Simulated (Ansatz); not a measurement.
Two isomers of C3H6O2: A = `CCC(=O)O`, B = `C=COCO`.

Isolated molecules relaxed with PBE0-D4/def2-TZVP in Ansatz; ΔE leaves out vibrations. CCSD(T)/CBS is the MP2 limit (def2-TZVPP, def2-QZVPP) plus CCSD(T) − MP2 in def2-TZVPP, frozen cores. Functionals use def2-TZVPP. B3LYP here is the variant with VWN-RPA as its local correlation; programs differ in this. One conformer a species, not always the lowest.

Problem. Which is lower in electronic energy at CCSD(T)/CBS, and by how much? (Estimate.)

Solution. Computed: A, by 170.4 kJ/mol.

Problem. Give E(B) − E(A) in kJ/mol with CCSD/def2-TZVPP, B3LYP-D4, HF/def2-TZVPP, MP2/def2-TZVPP, r2SCAN-D4, CCSD(T)/def2-TZVPP, B3LYP. (Best estimate.)

Solution. Computed: CCSD/def2-TZVPP 172.7, B3LYP-D4 170.0, HF/def2-TZVPP 176.3, MP2/def2-TZVPP 180.6, r2SCAN-D4 178.8, CCSD(T)/def2-TZVPP 172.5, B3LYP 169.8. None reverses the order clearly.

Largest T1 diagnostic: 0.014.
